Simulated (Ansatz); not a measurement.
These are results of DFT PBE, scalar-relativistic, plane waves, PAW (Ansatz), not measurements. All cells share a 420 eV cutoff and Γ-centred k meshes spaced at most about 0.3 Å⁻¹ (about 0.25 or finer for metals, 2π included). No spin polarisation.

These are static total energies at zero pressure.

Two forms of Zr2B3 were relaxed alike.

1.

```
CELL_PARAMETERS angstrom
3.24332 0.00000 0.00000
-1.62166 2.80880 0.00000
0.00000 0.00000 7.24517
ATOMIC_POSITIONS crystal
Zr 0.33333 0.66667 0.20789
Zr 0.66667 0.33333 0.79211
B 0.00000 0.00000 0.00000
B 0.33333 0.66667 0.53616
B 0.66667 0.33333 0.46384
```

2.

```
CELL_PARAMETERS angstrom
2.64480 1.52697 6.06673
-2.64480 1.52697 6.06673
0.00000 -3.05395 6.06673
ATOMIC_POSITIONS crystal
Zr 0.62441 0.62441 0.62441
Zr 0.87559 0.87559 0.87559
Zr 0.37559 0.37559 0.37559
Zr 0.12441 0.12441 0.12441
B 0.75000 0.93379 0.56621
B 0.93379 0.56621 0.75000
B 0.25000 0.06621 0.43379
B 0.06621 0.43379 0.25000
B 0.43379 0.25000 0.06621
B 0.56621 0.75000 0.93379
```

Task: Which form is favoured at zero pressure, and by what margin per atom?

Result: Cell 2 is lower, by 51 meV/atom. Cell 1 has space group P-3m1 (No. 164), 13.2 Å³/atom and no gap on its mesh; cell 2 has space group R-3c (No. 167), 14.7 Å³/atom and no gap. Counting B atoms around Zr (those within 1.25 times the shortest such distance or 1.15 times the sum of covalent radii, 1.27 where that leaves under three; a plus sign parts nearer from farther groups), cell 1 has Zr 4+3 and cell 2 has Zr 6. Cell 1 holds B–B nets (shortest 1.94 Å); cell 2 holds B–B units of three or more atoms (shortest 1.68 Å). The lower one is the more open, so pressure narrows the difference. In cell 1, Zr is surrounded by 4 B at 2.38–2.40 Å and 3 B at 2.64 Å; B on a site of symmetry -3m has 6 Zr at 2.40 Å; B on a site of symmetry 3m has 3 B at 1.94 Å, 1 Zr at 2.38 Å and 3 Zr at 2.64 Å. In cell 2, Zr is surrounded by 6 B at 2.39–2.48 Å; B is surrounded by 2 B at 1.68 Å and 4 Zr at 2.39–2.48 Å. Both come from invented guesses. The lowest form computed isn't among them: it has space group P-1 (No. 2), 12.3 Å³/atom and lies 299 meV/atom below the best shown.

Cells relaxed within their symmetry can be saddle points. Some structure types and database cells were kept out of the candidates from the start, so a known form may be missing.
